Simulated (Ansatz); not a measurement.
BaTiO₃, DFT, PBE, all-electron LAPW, scalar-relativistic (Ansatz 0.2.0), run on 2 threads of Arm Neoverse V1 on a shared host.

The cell is COD entry 9016084, as deposited and not checked against the literature; nothing was relaxed. The listed cell was then made from it by scaling, straining or moving an atom.

Command: `ansatz run input.yaml --threads 2 --pin off --max-ram 6144MiB --backend cpu --events-out ev --progress --plain --runs-dir out`

```yaml
crystal:
  lattice:
    - [3.904418, 0.0, 0.0]
    - [0.0, 2.780309, 2.8458]
    - [0.0, -2.780309, 2.8458]
  atoms:
    - { symbol: Ba, position: [0.0, 0.0, 0.0] }
    - { symbol: Ti, position: [0.5, 0.5079, 0.5079] }
    - { symbol: O, position: [0.0, 0.4921, 0.4921] }
    - { symbol: O, position: [0.5, 0.50251, 0.99371] }
    - { symbol: O, position: [0.5, 0.99371, 0.50251] }
kpoints:
  mp_grid: { grid: [8, 8, 8] }
  band_path:
    path:
      - [0.0, 0.0, 0.0]
      - [0.0, 0.5, 0.5]
      - [0.0, 0.5113742042, 0.4886257958]
      - [0.0, 0.4886257958, -0.4886257958]
      - [0.0, 0.0, 0.0]
      - [0.5, 0.0, 0.0]
      - [0.5, 0.4886257958, -0.4886257958]
      - [0.5, 0.5113742042, 0.4886257958]
      - [0.5, 0.5, 0.5]
    npoints: 5
scf:
  occupations: { method: fermi_dirac, width: 0.05 }
hamiltonian:
  xc: pbe
  pseudopotentials: { kind: all_electron, lapw: { basis_error: 0.001 } }
output:
  forces: true
  stress: true
  eigenvalues: true
```

**Question.** How large is the problem that the program sets up?

**Answer.** 105 irreducible k-points, 1201 plane waves at Γ, 44 bands.

**Question.** About how long does it take, and how much memory does it use?

**Answer.** 3.2 min of wall time for 13 SCF iterations, with a peak of 0.99 GiB. Times on shared machines scatter by tens of per cent.
